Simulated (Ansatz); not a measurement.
Runs of Ansatz 0.2.0 on CdF2. The structure is cubic, space group Fm-3m (No. 225). Conventional cell: a = 5.388 Å, b = 5.388 Å, c = 5.388 Å, α = 90.00°, β = 90.00°, γ = 90.00°. Cd (site symmetry m-3m) is surrounded by 8 F at 2.33 Å. F (site symmetry -43m) is surrounded by 4 Cd at 2.33 Å. 

```csv
level,cutoff (eV),gap on the mesh (eV),pressure (GPa)
r2SCAN0,500,(b),-1.9
HSE03,420,5.03,(c)
PBEsol0,420,5.90,-2.7
HSEsol,420,5.14,-2.6
B3LYP,420,5.49,(a)
```

Alike in all rows: task band structure; potentials or basis Ansatz PAW; no spin polarisation; cell as given; k mesh 5 × 5 × 5; smearing fermi-dirac 0.05 eV.

Problem. Estimate the missing entries.

Solution. (a) 4.4; (b) 6.52; (c) 1.9.

Caveats: the k mesh misses the band edges, so the gap on the mesh is wider than the one along the path; the PAW data sets come from PBE, with cores solved anew for the run's functional, which leaves a small shift of forces and pressure; the thresholds are loose for stress.

A k mesh can miss the band edges, and the runs leave out spin-orbit coupling on Cd.
